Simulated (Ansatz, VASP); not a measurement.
# GaSb in two plane-wave programs, part 2 of 2

Wanted: the spread between two codes on one cell, functional and k mesh.

VASP 6.6.1 and Ansatz 0.2.0.

So far. Step 2 (Ansatz: single point, PBEsol): The run ends at a pressure of 0.54 GPa.

The database entry behind the starting cell differs from later determinations by our own check (about 0.4 % long), so it need not match the best structure at ambient conditions.

### 3. VASP: single point, PBEsol (continued)

Level of this step: PBEsol; plane waves and PAW (Sb, Sb, Ga_d) (VASP).

Numbers of over 12 decimals in the logs are rounded to 6 here.

Parts of OUTCAR (step 3):

```text
ion  position               nearest neighbor table
   1  0.375  0.375  0.375-  12 2.65  14 2.65  15 2.65  16 2.65
   2  0.375  0.375  0.875-  11 2.65  13 2.65  16 2.65  15 2.65
   3  0.375  0.875  0.375-  10 2.65  13 2.65  16 2.65  14 2.65
   4  0.375  0.875  0.875-   9 2.65  14 2.65  15 2.65  13 2.65
   5  0.875  0.375  0.375-  10 2.65  11 2.65  16 2.65  12 2.65
   6  0.875  0.375  0.875-   9 2.65  12 2.65  15 2.65  11 2.65
   7  0.875  0.875  0.375-   9 2.65  12 2.65  14 2.65  10 2.65
   8  0.875  0.875  0.875-  10 2.65  11 2.65  13 2.65   9 2.65
   9  0.000  0.000  0.000-   4 2.65   6 2.65   7 2.65   8 2.65
  10  0.000  0.000  0.500-   3 2.65   5 2.65   8 2.65   7 2.65
  11  0.000  0.500  0.000-   2 2.65   5 2.65   8 2.65   6 2.65
  12  0.000  0.500  0.500-   1 2.65   6 2.65   7 2.65   5 2.65
  13  0.500  0.000  0.000-   2 2.65   3 2.65   8 2.65   4 2.65
  14  0.500  0.000  0.500-   1 2.65   4 2.65   7 2.65   3 2.65
  15  0.500  0.500  0.000-   1 2.65   4 2.65   6 2.65   2 2.65
  16  0.500  0.500  0.500-   2 2.65   3 2.65   5 2.65   1 2.65

  LATTYP: Found a face centered cubic cell.
 ALAT       =    12.2360000000

 Subroutine GETGRP returns: Found 24 space group operations
 (whereof  6 operations were pure point group operations)

The static configuration has the point symmetry C_3v.
 The point group associated with its full space group is T_d .

 Found      3 irreducible k-points:

   k-points           NKPTS =      3   k-points in BZ     NKDIM =      3   number of bands    NBANDS=     89

   dimension x,y,z NGX =    56 NGY =   56 NGZ =   56
   dimension x,y,z NGXF=   112 NGYF=  112 NGZF=  112

   ENCUT  =  400.0 eV  29.40 Ry    5.42 a.u.  14.11 14.11 14.11*2*pi/ulx,y,z

   NELECT =     144.0000    total number of electrons

 k-points in reciprocal lattice and weights: Automatic mesh
   0.00000000  0.00000000  0.00000000       0.125
   0.50000000  0.00000000  0.00000000       0.500
   0.50000000  0.50000000  0.00000000       0.375

 the core state eigenenergies are
   1-  1s -30288.0383  2s  -4600.0073  2p  -4128.1122  3s   -893.7593  3p   -740.0119
       3d   -505.5806  4s   -138.8697  4p    -91.8497  4d    -23.6859
   2-  1s -30288.0383  2s  -4600.0073  2p  -4128.1122  3s   -893.7593  3p   -740.0119
       3d   -505.5806  4s   -138.8697  4p    -91.8497  4d    -23.6859
   3-  1s -30288.0383  2s  -4600.0073  2p  -4128.1122  3s   -893.7593  3p   -740.0119
       3d   -505.5806  4s   -138.8697  4p    -91.8497  4d    -23.6859
   4-  1s -30288.0383  2s  -4600.0073  2p  -4128.1122  3s   -893.7593  3p   -740.0119
       3d   -505.5806  4s   -138.8697  4p    -91.8497  4d    -23.6859
   5-  1s -30288.0383  2s  -4600.0073  2p  -4128.1122  3s   -893.7593  3p   -740.0119
       3d   -505.5806  4s   -138.8697  4p    -91.8497  4d    -23.6859
   6-  1s -30288.0383  2s  -4600.0073  2p  -4128.1122  3s   -893.7593  3p   -740.0119
       3d   -505.5806  4s   -138.8697  4p    -91.8497  4d    -23.6859
   7-  1s -30288.0383  2s  -4600.0073  2p  -4128.1122  3s   -893.7593  3p   -740.0119
       3d   -505.5806  4s   -138.8697  4p    -91.8497  4d    -23.6859
   8-  1s -30288.0383  2s  -4600.0073  2p  -4128.1121  3s   -893.7593  3p   -740.0119
       3d   -505.5805  4s   -138.8697  4p    -91.8496  4d    -23.6858
   9-  1s -10219.9634  2s  -1253.3571  2p  -1089.8256  3s   -139.1937  3p    -89.9179

  10-  1s -10219.9634  2s  -1253.3571  2p  -1089.8256  3s   -139.1937  3p    -89.9179

  11-  1s -10219.9634  2s  -1253.3571  2p  -1089.8256  3s   -139.1937  3p    -89.9179

  12-  1s -10219.9624  2s  -1253.3562  2p  -1089.8247  3s   -139.1932  3p    -89.9174

  13-  1s -10219.9634  2s  -1253.3571  2p  -1089.8256  3s   -139.1937  3p    -89.9179

  14-  1s -10219.9624  2s  -1253.3562  2p  -1089.8247  3s   -139.1932  3p    -89.9174

  15-  1s -10219.9624  2s  -1253.3562  2p  -1089.8247  3s   -139.1932  3p    -89.9174

  16-  1s -10219.9624  2s  -1253.3562  2p  -1089.8247  3s   -139.1932  3p    -89.9174

 E-fermi :   4.7933

 k-point     1 :       0.0000    0.0000    0.0000
  band No.  band energies     occupation
    ...
     69       3.6090      2.00000
     70       4.7574      1.69069
     71       4.7729      1.43648
     72       4.7729      1.43641
     73       4.7729      1.43641
     74       5.1064      0.00000
     75       5.1064      0.00000
     76       5.1064      0.00000
     77       5.1064      0.00000
     78       5.5962      0.00000
    ...

 k-point     2 :       0.5000    0.0000    0.0000
  band No.  band energies     occupation
    ...
     68       2.7629      2.00000
     69       4.0634      2.00000
     70       4.0634      2.00000
     71       4.0634      2.00000
     72       4.0634      2.00000
     73       5.5177      0.00000
     74       5.5177      0.00000
     75       6.2908      0.00000
     76       6.2908      0.00000
     77       6.2908      0.00000
    ...

 k-point     3 :       0.5000    0.5000    0.0000
  band No.  band energies     occupation
    ...
     68       3.0888      2.00000
     69       3.5348      2.00000
     70       3.5348      2.00000
     71       3.5348      2.00000
     72       3.5348      2.00000
     73       5.9504      0.00000
     74       5.9504      0.00000
     75       6.7099      0.00000
     76       6.7099      0.00000
     77       6.7099      0.00000
    ...

  Total        1.2881636      1.2881636      1.2881636      0.0000000      0.0000000      0.0000000
  in kB        4.5063322      4.5063322      4.5063322      0.0000000      0.0000000      0.0000000
  external PRESSURE =       4.5063322 kB  Pullay stress =       0.0000000 kB

  energy-cutoff  :      400.00
  volume of cell :      457.99
      direct lattice vectors                 reciprocal lattice vectors
     0.000000000  6.118000000  6.118000000    -0.081726054  0.081726054  0.081726054
     6.118000000  0.000000000  6.118000000     0.081726054 -0.081726054  0.081726054
     6.118000000  6.118000000  0.000000000     0.081726054  0.081726054 -0.081726054

 POSITION                                       TOTAL-FORCE (eV/Angst)
 -----------------------------------------------------------------------------------
      4.58850      4.58850      4.58850        -0.000000      0.000000      0.000000
      7.64750      7.64750      4.58850        -0.000000      0.000000      0.000053
      7.64750      4.58850      7.64750        -0.000000      0.000053      0.000000
     10.70650      7.64750      7.64750        -0.000053      0.000000      0.000000
      4.58850      7.64750      7.64750         0.000053      0.000000      0.000000
      7.64750     10.70650      7.64750        -0.000000     -0.000053      0.000000
      7.64750      7.64750     10.70650        -0.000000      0.000000     -0.000053
     10.70650     10.70650     10.70650        -0.000000      0.000000      0.000000
      0.00000      0.00000      0.00000        -0.000102     -0.000102     -0.000102
      3.05900      3.05900      0.00000         0.000102      0.000102     -0.000102
      3.05900      0.00000      3.05900         0.000102     -0.000102      0.000102
      6.11800      3.05900      3.05900        -0.000031      0.000031      0.000031
      0.00000      3.05900      3.05900        -0.000102      0.000102      0.000102
      3.05900      6.11800      3.05900         0.000031     -0.000031      0.000031
      3.05900      3.05900      6.11800         0.000031      0.000031     -0.000031
      6.11800      6.11800      6.11800        -0.000031     -0.000031     -0.000031
 -----------------------------------------------------------------------------------
    total drift:                               -0.000011     -0.000011     -0.000009

  FREE ENERGIE OF THE ION-ELECTRON SYSTEM (eV)
  ---------------------------------------------------
  free  energy   TOTEN  =       -63.5979711356 eV

  energy  without entropy=      -63.5869145645  energy(sigma->0) =      -63.59244285
```

The run ends at a pressure of 0.45 GPa, with forces up to 1.8e-4 eV/Å.

### 4. Comparison

Known differences besides the potentials themselves: the data sets hold 224 valence electrons in Ansatz (default PAW (the set named soft_2) files) and 144 in VASP; the cutoff is 420 eV in Ansatz and 400 eV in VASP; Ansatz makes its cores anew for this functional, VASP keeps those of its PBE data sets; VASP leaves aspherical gradient terms in its spheres out (LASPH is not set), Ansatz keeps them. Total energies have different zeros and are not compared.

The two programs side by side:

```
      quantity  Ansatz  VASP  difference
pressure (GPa)    0.54  0.45       +0.09
```

Ansatz's pressure holds a Pulay correction of 0.03 GPa; VASP's holds none.

### 5. Outcome

```yaml
difference_in_pressure_single_point_pbesol: 0.087 GPa
```

What this shows: The difference in pressure is 0.087 GPa (single point, PBEsol), within the 1 GPa picked in this series as the mark of a large difference. How closely two codes agree says nothing of how well the functional describes the real material.

[Lines on the potential files, build, host, timing and source positions are cut from VASP's logs without a mark.]

[Logs are printed without paths, hosts, clocks, repeated set-up lines and the standing remarks that a program may print on its own settings, such as how far it seeks lower states.]

[Hosts, paths, dates, database ids (printed as entryN), source tags and the programs' standing remarks are cut or masked in the printed files.]
